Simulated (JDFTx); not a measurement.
## AlN under changes of volume

One of the cells (10.417 Å³/atom); the others are scaled copies at fixed shape and fractional positions:

```
CELL_PARAMETERS angstrom
0.00000 2.18399 2.18399
2.18399 0.00000 2.18399
2.18399 2.18399 0.00000
ATOMIC_POSITIONS crystal
Al 0.00000 0.00000 0.00000
N 0.25000 0.25000 0.25000
```

Measurements of this composition are mostly on another form, of space group No. 186.

* Program: JDFTx 1.7.0 (patched build)
* Functional: PBEsol
* Potentials or basis: PseudoDojo-SR-PBEsol-0.4.1-standard with smoothed tails
* Cutoff: 1143 eV
* Density cutoff: 9143 eV
* k mesh: 10 × 10 × 10
* Occupations: fermi-dirac, width 0.05 eV
* Spin: no spin polarisation

| volume (Å³/atom) | energy over the lowest point (meV/atom) | pressure (GPa) | gap on the mesh (eV) |
| --- | --- | --- | --- |
| 9.792 | 31.42 | 15.6 | 3.22 |
| 10.001 | 14.64 | 10.3 | 3.21 |
| 10.209 | 4.37 | 5.5 | 3.20 |
| 10.417 | 0.00 | 1.2 | 3.19 |
| 10.626 | ? | ? | ? |
| 10.834 | 6.82 | -6.2 | 3.17 |
| 11.042 | 17.06 | -9.5 | 3.16 |

**Question.** What does the run at 10.626 Å³/atom give?

**Answer.** Energy over the lowest point 0.98 meV/atom; pressure -2.7 GPa; gap on the mesh 3.18 eV.

Worked out: A Birch-Murnaghan fit of order 3 (a polynomial in V^(-2/3)) to the other rows has its minimum at 10.48 Å³/atom with B0 = V·E''(V) = 201 GPa and B' = 3.8. It gives 0.98 meV/atom at 10.626 Å³/atom, against the run's 0.98, and -dE/dV = -2.7 GPa, against -2.7. A straight line through the other rows of the gap, of slope -0.5 eV per unit of ln V, gives 3.18 eV, against the run's 3.18.

Energies are extrapolated to zero smearing.

A mesh can miss the band edges.
